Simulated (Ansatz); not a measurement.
Gd:

```
Gd
1.0
    -2.02500    2.02500    2.02500
     2.02500   -2.02500    2.02500
     2.02500    2.02500   -2.02500
Gd
1
Cartesian
  0.0000 0.0000 0.0000
```

This isn't the form of Gd at room conditions, which is hcp.

Base run:

```yaml
Program: Ansatz 0.2.0
Functional: PBEsol
Potentials_or_basis: all-electron LAPW, scalar-relativistic
Cutoff: 163 eV
Density_cutoff: 653 eV
Basis_error_allowed: 0.001 eV/atom
k_mesh: 9 × 9 × 9
Occupations: fermi-dirac, width 0.05 eV
Spin: collinear spin, ferromagnetic start
Starting_moments: "[7.0] μB"
```

Its results: band gap on the k mesh none (metal or under the smearing width); pressure -2.3 GPa; net moment 7.60 μB per cell; site moments Gd +7.43 μB.

The run is repeated on the same cell with these changes: hubbard terms from none to Gd f U = 4 eV. What comes out?

Band gap on the k mesh none (metal or under the smearing width); pressure -2.1 GPa; net moment 7.79 μB per cell; site moments Gd +7.60 μB.

Caveats: an open f shell can end in a state above the lowest; spin-orbit coupling is left out, which moves the levels of the heavy elements; the magnetic state may not be the lowest (some runs); U is the effective U less J, on atomic orbitals that reach past the spheres (some runs).

Not every run made on this cell is shown here.
